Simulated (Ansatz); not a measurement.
Ansatz input

```yaml
crystal:
  lattice:
    - [0.0, 2.1702437318, 2.1702437318]
    - [2.1702437318, 0.0, 2.1702437318]
    - [2.1702437318, 2.1702437318, 0.0]
  atoms:
    - { symbol: Se, position: [0.0, 0.0, 0.0] }
hamiltonian:
  xc: r2scan
  pseudopotentials:
    kind: paw_fr
    azcp:
      Se: "pseudopotentials/Se.paw.azcp"
basis:
  ecutwfc: 500
  fft_grid_basis: typed
kpoints:
  mp_grid: { grid: [12, 12, 12], shift: [0, 0, 0] }
magnetization:
  noncollinear: true
  spin_orbit: true
scf:
  occupations: { method: fermi_dirac, width: 0.1 }
output:
  write_density: true
  write_potential: true
  elf: true
  volumetric_format: npy
```

and its output:

```
Engine: ansatz 0.2.0, x86_64-unknown-linux-gnu
Pseudopotentials: kind: paw_fr
Pseudopotential: Se, paw_fr, valence charge 16, recommended cutoff 500 eV (meta_gga) 
Functional definition: r2SCAN
  parameter k0 = 0.174
  parameter k1 = 0.065
  parameter a1 = 4.9479
  exchange = r2scan_x(k0 = k0, k1 = k1, a1 = a1)
  correlation = r2scan_c
non-collinear run that drives no moment, with spin-orbit: no starting moment large enough to seed its density (crystal.atoms[].spin), no starting occupations that ask for one, no magnetisation constraint and no magnetic field, so the semilocal B_xc is pinned to zero
Crystal: 1 atoms, lattice volume = 20.444 Å³
Basis set: ecut = 500 eV, 531 PW (Γ), exchange–correlation on 96×96×96 points (64 copies of the dense FFT grid, shifted against one another)
Bands: 24, of which v1, the nominal top of the filled ones, is band 16 counted from 1 (15 counted from 0)
Symmetry: 48 space group operations + 48 with time reversal
Magnetic group: BNS 225.117 (UNI 1619), of the structure as read, at distance tolerance 2.7e-5 Å
k-points: 72 of 1728
Projection manifold: j_resolved (fully-relativistic pseudo-atomic orbitals)
Non-local potential: Se, projectors of the file, l = 0: 2, l = 1: 4, l = 2: 6, l = 3: 2
PAW form: soft (Blöchl's): semilocal exchange-correlation on the pseudo side does not see the compensation charge
PAW frozen core: Se, regenerated for the run's functional (the file was generated under x = pbe(κ = 0.804, μ = 0.2195149727645171), c = pbe(β = 0.06672455060314922))
PAW one-centre angular grid: Se, 590 points (default); XC on 265 of its mesh's 2701 points in the sphere
Initial density: superposition of atomic densities (chi_scale 0.1, normalization cell)
Initial wavefunctions: pseudopotential atomic-orbital guess
Functional: x = r2scan, c = r2scan; τ floored in thin density (d = 2e-4 eV/Å³)
iter 1 solved again at ethr=4.97e-5 eV; its pass at ethr=3.10e-3 eV (dr2=7.96e-3 eV) is discarded
SCF iter   1: F=—  HF=-5473.956306 eV  |F-HF|=—  |Δ(HF+E_count)|=         —  Δρ=7.15e-3  dr2=9.04e-3  dr2_τ=2.41e-4  dr2_m=0.00e0 (ungated)  ethr=4.97e-5  |M|=0.00e0 ∫|m|=0.00e0 μB  |m|>n=0.0e0 m-floor=0.0e0 τ_xc=0.0e0  β_m=0.30  ⟨swp⟩=1.6  Hψ=7046  notcnv=0
SCF iter   2: F=—  HF=-5473.959028 eV  |F-HF|=—  |Δ(HF+E_count)|=   2.72e-3  Δρ=5.51e-3  dr2=5.56e-3  dr2_τ=2.47e-5  dr2_m=0.00e0 (ungated)  ethr=4.97e-5  |M|=0.00e0 ∫|m|=0.00e0 μB  |m|>n=0.0e0 m-floor=0.0e0 τ_xc=0.0e0  β_m=0.65  ⟨swp⟩=2.0  Hψ=1013  notcnv=0
SCF iter   3: F=—  HF=-5473.960197 eV  |F-HF|=—  |Δ(HF+E_count)|=   1.17e-3  Δρ=1.21e-3  dr2=2.83e-4  dr2_τ=1.02e-6  dr2_m=0.00e0 (ungated)  ethr=3.48e-5  |M|=0.00e0 ∫|m|=0.00e0 μB  |m|>n=0.0e0 m-floor=0.0e0 τ_xc=0.0e0  β_m=0.73  ⟨swp⟩=2.0  Hψ=1368  notcnv=0
SCF iter   4: F=—  HF=-5473.960315 eV  |F-HF|=—  |Δ(HF+E_count)|=   1.17e-4  Δρ=2.03e-4  dr2=3.96e-6  dr2_τ=5.84e-8  dr2_m=0.00e0 (ungated)  ethr=1.77e-6  |M|=0.00e0 ∫|m|=0.00e0 μB  |m|>n=0.0e0 m-floor=0.0e0 τ_xc=0.0e0  β_m=0.87  ⟨swp⟩=2.2  Hψ=1173  notcnv=0
SCF iter   5: F=—  HF=-5473.960326 eV  |F-HF|=—  |Δ(HF+E_count)|=   1.19e-5  Δρ=7.51e-6  dr2=1.44e-8  dr2_τ=1.10e-10  dr2_m=0.00e0 (ungated)  ethr=6.25e-10  |M|=0.00e0 ∫|m|=0.00e0 μB  |m|>n=0.0e0 m-floor=0.0e0 τ_xc=0.0e0  β_m=0.93  ⟨swp⟩=2.9  Hψ=3555  notcnv=0
SCF iter   6: F=-5473.960326 eV  HF=-5473.960326 eV  |F-HF|=2.94e-9  |Δ(HF+E_count)|=   2.14e-9  Δρ=5.10e-6  dr2=6.12e-9  dr2_τ=6.07e-11  dr2_m=0.00e0 (ungated)  ethr=9.00e-11  |M|=0.00e0 ∫|m|=0.00e0 μB  |m|>n=0.0e0 m-floor=0.0e0 τ_xc=0.0e0  ⟨swp⟩=1.0  Hψ=2603  notcnv=0
SCF 1 converged in 6 iterations: F = -5473.960326 eV  dr2 = 6.12e-9
SCF converged after 6 iterations
Magnetization: |M| = 0.0000 μB,  M = (+0.0000, +0.0000, +0.0000) μB
Absolute magnetization: 0.0000 μB (∫|m|)
  site 0: m = (+0.0000, +0.0000, +0.0000) μB, |m| = 0.0000 μB  (R = 1.27 Å)
Free energy (F): -5473.960326 eV
Harris-Foulkes:  -5473.960326 eV  (|F-HF|=2.94e-9)
Internal energy: -5473.930329 eV  (E = F + TS)
E sigma→0 (E₀):  -5473.945328 eV
Entropy (-TS):   -0.029998 eV (-29.998 meV/atom)
Fermi energy:    10.744794 eV
--- Per-component energies (eV) ---
  E_band       = -359.044410
  E_kinetic    = 116.730600
  E_local      = -2069.218517  (includes V_loc(G=0)·N_el)
  E_nonlocal   = -593.370657
  E_hartree    = 1040.727387
  E_xc         = -97.077743
  E_vxc        = -104.368068  (∫ρ·V_xc dr)
  E_paw        = -1923.047015  (= ΣΔE_a)
  E_vpaw       = 204.467187  (= ΣTr[D̂ρ^β])
  E_aug_tail   = -0.000219  (compensation charges beyond the density's cutoff)
  E_vtau       = 5.257133  (kinetic-family band-sum trace: ∫τ·v_τ [+ j·A + Jᵃ·Aᵃ] dr)
  E_ewald      = -1946.926420
  E_core_change = -1.747745  (= ΣΔE_core)
  E_smearing   = -0.029998  (= −TS)
  E_closure    = -0.000000  (closes the sum)
  Σ components = -5473.960326   (vs F -5473.960326, Δ=0.00e0)
--- Band table (eV; the first three rows and the last of 72) ---
  k-point 0: bands = ["-39.0054", "-39.0054", "-39.0054", "-39.0054", "-38.1110", "-38.1110", "-38.1076", "-38.1076", "-38.1076", "-38.1076", "-5.8900", "-5.8900", "13.4589", "13.4589", "14.0954", "14.0954", "14.0954", "14.0954", "23.0835", "23.0835", "23.4743", "23.4743", "23.4743", "23.4743"]
  k-point 1: bands = ["-39.0054", "-39.0054", "-39.0051", "-39.0051", "-38.1107", "-38.1107", "-38.1077", "-38.1077", "-38.1072", "-38.1072", "-5.7465", "-5.7465", "12.8232", "12.8232", "13.6600", "13.6600", "13.9742", "13.9742", "22.7718", "22.7718", "23.7480", "23.7480", "23.7654", "23.7654"]
  k-point 2: bands = ["-39.0052", "-39.0052", "-39.0041", "-39.0041", "-38.1098", "-38.1098", "-38.1078", "-38.1078", "-38.1061", "-38.1061", "-5.3234", "-5.3234", "10.7922", "10.7922", "13.2897", "13.2897", "13.6743", "13.6743", "21.7838", "21.7838", "24.2271", "24.2271", "24.2457", "24.2457"]
  k-point 71: bands = ["-39.0018", "-39.0018", "-39.0004", "-39.0004", "-38.1070", "-38.1070", "-38.1040", "-38.1040", "-38.1012", "-38.1012", "-1.1293", "-1.1293", "6.4479", "6.4479", "6.6760", "6.6760", "8.5226", "8.5226", "21.0561", "21.0561", "24.2687", "24.2687", "24.3484", "24.3484"]
```

Command:

```sh
ansatz run input.yaml --threads 1 --pin off --max-ram 3584MiB --backend cpu --events-out ev --progress --plain --runs-dir out
```

On 1 thread of Intel(R) Xeon(R) Platinum 8259CL CPU @ 2.50GHz (Skylake/Cascade Lake) (shared host) this took about 22 s of wall time and 20 s of CPU time.
